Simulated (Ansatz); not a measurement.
# WSe2: the cost of one run

Program: Ansatz 0.2.0. G0W0, plane waves. Computed, not measured; no magnetism was allowed, and the structure may never have been made.

## Step 1: The system as given

The cell was relaxed beforehand with r2SCAN+rVV10.

The symmetry is R3m (No. 160, trigonal); conventional cell a = 3.302 Å, c = 19.739 Å, 20.71 Å³ an atom. W has 6 Se at 2.53 Å; Se has 3 W at 2.53 Å.

Coordinates:

```xyz
3
Lattice="1.6511 0.9532 6.5796 -1.6511 0.9532 6.5796 0.0000 -1.9065 6.5796" Properties=species:S:1:pos:R:3 pbc="T T T"
W     0.0000    0.0000   -0.0004
Se    0.0000    0.0000    8.2440
Se    0.0000    0.0000    4.9157
```

## Step 2: 100 empty bands, 80 eV

Input file input.yaml:

```yaml
crystal:
  lattice:
    - [1.651073955, 0.9532479924, 6.5796479589]
    - [-1.651073955, 0.9532479924, 6.5796479589]
    - [0.0, -1.9064959847, 6.5796479589]
  atoms:
    - { symbol: W, position: [-1.83143e-05, -1.83143e-05, -1.83143e-05] }
    - { symbol: Se, position: [0.4176504314, 0.4176504314, 0.4176504314] }
    - { symbol: Se, position: [0.2490345495, 0.2490345495, 0.2490345495] }
kpoints:
  mp_grid: { grid: [4, 4, 4] }
hamiltonian:
  xc: pbe
scf:
  occupations: { method: fixed }
gw:
  n_empty_bands: 100
  ecut_chi: 80
  qp_bands: [v2, c2]
  qp_kpoints: band_edges
  screening: { model: contour_deformation }
```

Run with:

```bash
$ ansatz run input.yaml --threads 2 --pin off --max-ram 3686MiB --backend cpu --events-out ev --progress --plain --runs-dir out
```

What time and memory should one allow on 2 threads of Intel Xeon 6975P-C (Granite Rapids), shared host?

About 31 s, with a peak of 0.47 GiB.
